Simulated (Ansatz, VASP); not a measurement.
**Si in VASP and in Ansatz**

Contents of INCAR:

```
SYSTEM = Si
ALGO = Normal
EDIFF = 1E-6
ENCUT = 520
ISIF = 2
ISMEAR = -1
LASPH = .TRUE.
LCHARG = .TRUE.
LELF = .TRUE.
LREAL = .FALSE.
LVHAR = .TRUE.
LWAVE = .FALSE.
NBANDS = 8
NELM = 100
PREC = Accurate
SIGMA = 0.08
```

KPOINTS

```
k-points
0
G
  18 18 18
  0 0 0
```

POSCAR

```
Si
1.0
    0.0000000000      1.7748320761      1.7748320761
    1.7748320761      0.0000000000      1.7748320761
    1.7748320761      1.7748320761      0.0000000000
Si
1
Direct
    0.0000000000      0.0000000000      0.0000000000
```

Input for Ansatz:

```yaml
crystal:
  lattice:
    - [0.0, 1.7748320761, 1.7748320761]
    - [1.7748320761, 0.0, 1.7748320761]
    - [1.7748320761, 1.7748320761, 0.0]
  atoms:
    - { symbol: Si, position: [0.0, 0.0, 0.0] }
kpoints:
  mp_grid: { grid: [18, 18, 18] }
scf:
  occupations: { method: fermi_dirac, width: 0.08 }
hamiltonian:
  xc: lda
  pseudopotentials: { kind: all_electron, lapw: { basis_error: 0.001 } }
output:
  forces: true
  stress: true
  eigenvalues: true
  populations: true
```

Change from the starting cell: volume scaled by 0.8, LAPW.

Alike in both runs: task single point; functional LDA; k mesh 18 × 18 × 18; occupations fermi-dirac, width 0.08 eV; no spin polarisation.

|  | VASP | Ansatz |
| --- | --- | --- |
| version | VASP 6.6.1 | Ansatz 0.2.0 |
| potentials or method | VASP PAW LDA potentials, release 64 (Si) | all-electron LAPW, scalar-relativistic |
| plane-wave cutoff (eV) | 520 | see its input |

VASP gave:

| Quantity | Value |
| --- | --- |
| pressure (GPa) | 31.2 |

Task: Which values does Ansatz return?

Result: Pressure (GPa): 31.1.

Ansatz ran all-electron here, so the differences hold the error of VASP's frozen core and of both bases.

Caveats: so large a pressure means that the cell lies far from this level's equilibrium, or that cutoff or potentials fall short (VASP).
